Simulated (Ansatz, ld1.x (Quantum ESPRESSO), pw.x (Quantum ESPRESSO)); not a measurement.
## From atom to crystal: ultrasoft potential for Rb

ld1.x (Quantum ESPRESSO) 7.5 input, shortened:

```
&input
   title='Rb', zed=37., rel=1, dft='PBE', iswitch=3,
   config='[Kr] 4d-2 5s1 5p0'
 /
 &inputp
   pseudotype=3, tm=.true., lloc=-1, rcloc=3.10,
   nlcc=.true., rcore=1.50,
   which_augfun='PSQ', rmatch_augfun_nc=.true.
 /
6
4S  1  0   2.00   0.00  2.40  2.60  0.0
5S  2  0   1.00   0.00  2.40  2.60  0.0
4P  2  1   6.00   0.00  2.90  3.25  0.0
5P  3  1   0.00   0.00  2.90  3.25  0.0
4D  3  2  -2.00   0.35  2.55  3.20  0.0
4D  3  2  -2.00   2.80  2.55  3.20  0.0
 &test
   configts(1)='4s2 4p6 5s1 5p0'
 /
```

Atomic tests: cutoffs needed: 10 Ry and 15 Ry (the cutoffs (Ry, on a coarse ladder) from which the occupation-weighted sum of valence levels, in a spherical-Bessel basis at the reference potential, stays within 10 and 1 mRy of its value at 400 Ry); ghost test: no extra level below or beside the all-electron valence levels (s, p, d, f tested) (spherical-Bessel basis up to 400 Ry, 20 bohr box); configuration tests: test run stopped at test 4 of 5 (negative rho), 1 before it not solved.

Crystal test: diamond Rb in pw.x 7.5, no spin, 8³ k-points, Fermi–Dirac smearing 0.01 Ry, cutoffs 40/320 Ry. The reference is all-electron LAPW (Ansatz 0.2.0) with the same functional, mesh and smearing; V0 and B0 come from Birch–Murnaghan fits to the pressures at five volumes. Errors are pseudo minus all-electron; Δ is the rms difference of the E(V) curves that follow from these fits, minima aligned, over ±6 % about the mean V0. Mesh and smearing are coarse, so the numbers serve the comparison and aren't converged zero-temperature values; the lattice is a test structure that the element need not adopt.

```json
{"V (Å³/atom)": "134.625", "P all-electron (GPa)": "0.05", "P pseudo (GPa)": "0.06"}
{"V (Å³/atom)": "138.168", "P all-electron (GPa)": "0.02", "P pseudo (GPa)": "0.03"}
{"V (Å³/atom)": "141.711", "P all-electron (GPa)": "-0.00", "P pseudo (GPa)": "0.00"}
{"V (Å³/atom)": "145.254", "P all-electron (GPa)": "-0.02", "P pseudo (GPa)": "-0.02"}
{"V (Å³/atom)": "148.797", "P all-electron (GPa)": "-0.04", "P pseudo (GPa)": "-0.04"}
```

All-electron: a0 = 10.418 Å (V0 = 141.33 Å³/atom), B0 = 0.9 GPa.

Pseudopotential: mean pressure error (GPa): +0.01; a0 (Å): 10.440; a0 error (%): +0.21; B0 error (%): -0.9; Δ (meV/atom): 0.2. Atomic configuration tests: test run stopped at test 4 of 5 (negative rho), 1 before it not solved.

At the middle volume, how do free energy and pressure move when the wave cutoff is lowered (ecutrho held at 320 Ry)?

```tsv
cutoff (Ry)	shift of F (meV/atom)	shift of P (GPa)
18	+3.1	-0.01
24	+0.9	-0.00
32	+0.2	-0.00
```

Input at the middle volume:

```
&control
  calculation='scf', prefix='x', pseudo_dir='./', outdir='./tmp', tstress=.true., disk_io='none'
/
&system
  ibrav=0, nat=2, ntyp=1, ecutwfc=40, ecutrho=320, nbnd=17,
  occupations='smearing', smearing='fd', degauss=0.01
/
&electrons
  conv_thr=1e-09, mixing_beta=0.4, electron_maxstep=70
/
ATOMIC_SPECIES
Rb 1.0 Rb.UPF
CELL_PARAMETERS angstrom
  0.00000000 5.21356174 5.21356174
  5.21356174 0.00000000 5.21356174
  5.21356174 5.21356174 0.00000000
ATOMIC_POSITIONS crystal
Rb 0.0000 0.0000 0.0000
Rb 0.2500 0.2500 0.2500
K_POINTS automatic
8 8 8 0 0 0
```

```bash
pw.x < Rb.scf.in > Rb.scf.out
```

Lines of the output:

```
Message from routine setup:
     using ibrav=0 with symmetry is DISCOURAGED, use correct ibrav instead
     lattice parameter (alat)  =      13.9331  a.u.
     unit-cell volume          =    1912.6265 (a.u.)^3
     number of electrons       =        18.00
     number of Kohn-Sham states=           17
     kinetic-energy cutoff     =      40.0000  Ry
     charge density cutoff     =     320.0000  Ry
     scf convergence threshold =      1.0E-09
     Exchange-correlation= PBE
     number of k points=    29  Fermi-Dirac smearing, width (Ry)=  0.0100
     iteration #  1     ecut=    40.00 Ry     beta= 0.40
     c_bands:  1 eigenvalues not converged
     c_bands:  1 eigenvalues not converged
     total energy              =    -100.39345587 Ry
     estimated scf accuracy    <       0.00329801 Ry
     iteration #  2     ecut=    40.00 Ry     beta= 0.40
     total energy              =    -100.39324587 Ry
     estimated scf accuracy    <       0.00076390 Ry
     iteration #  3     ecut=    40.00 Ry     beta= 0.40
     total energy              =    -100.39350288 Ry
     estimated scf accuracy    <       0.00002701 Ry
     iteration #  4     ecut=    40.00 Ry     beta= 0.40
     total energy              =    -100.39356146 Ry
     estimated scf accuracy    <       0.00001856 Ry
     iteration #  5     ecut=    40.00 Ry     beta= 0.40
     total energy              =    -100.39355166 Ry
     estimated scf accuracy    <       0.00002636 Ry
     iteration #  6     ecut=    40.00 Ry     beta= 0.40
     total energy              =    -100.39355597 Ry
     estimated scf accuracy    <       0.00000014 Ry
     iteration #  7     ecut=    40.00 Ry     beta= 0.40
     total energy              =    -100.39355694 Ry
     estimated scf accuracy    <       0.00000036 Ry
     iteration #  8     ecut=    40.00 Ry     beta= 0.40
     total energy              =    -100.39355718 Ry
     estimated scf accuracy    <       0.00000114 Ry
     iteration #  9     ecut=    40.00 Ry     beta= 0.40
     total energy              =    -100.39355716 Ry
     estimated scf accuracy    <       0.00000100 Ry
     iteration # 10     ecut=    40.00 Ry     beta= 0.40
     total energy              =    -100.39355672 Ry
     estimated scf accuracy    <       0.00000096 Ry
     iteration # 11     ecut=    40.00 Ry     beta= 0.40
     total energy              =    -100.39355672 Ry
     estimated scf accuracy    <       0.00000026 Ry
     iteration # 12     ecut=    40.00 Ry     beta= 0.40
     total energy              =    -100.39355664 Ry
     estimated scf accuracy    <       0.00000019 Ry
     iteration # 13     ecut=    40.00 Ry     beta= 0.40
     total energy              =    -100.39355661 Ry
     estimated scf accuracy    <       0.00000005 Ry
     iteration # 14     ecut=    40.00 Ry     beta= 0.40
     total energy              =    -100.39355665 Ry
     estimated scf accuracy    <       0.00000002 Ry
     iteration # 15     ecut=    40.00 Ry     beta= 0.40
     total energy              =    -100.39355665 Ry
     estimated scf accuracy    <          7.7E-09 Ry
     iteration # 16     ecut=    40.00 Ry     beta= 0.40
     the Fermi energy is     0.4488 ev
!    total energy              =    -100.39355665 Ry
     estimated scf accuracy    <          7.9E-10 Ry
     smearing contrib. (-TS)   =      -0.00776528 Ry
     The total energy is F=E-TS. E is the sum of the following terms:
     one-electron contribution =     -79.57251161 Ry
     hartree contribution      =      39.64052940 Ry
     xc contribution           =     -16.16619094 Ry
     ewald contribution        =     -44.28761823 Ry
     convergence has been achieved in  16 iterations
          total   stress  (Ry/bohr**3)                   (kbar)     P=        0.04
     Message from routine punch:
     Nothing written, as per user request (disk_io='none')
```

The run at the middle volume (29 k-points, 16 iterations) took about 1.9 min on one core of a shared host (Intel(R) Xeon(R) 6975P-C, 192 threads, 756 GiB, load 60).
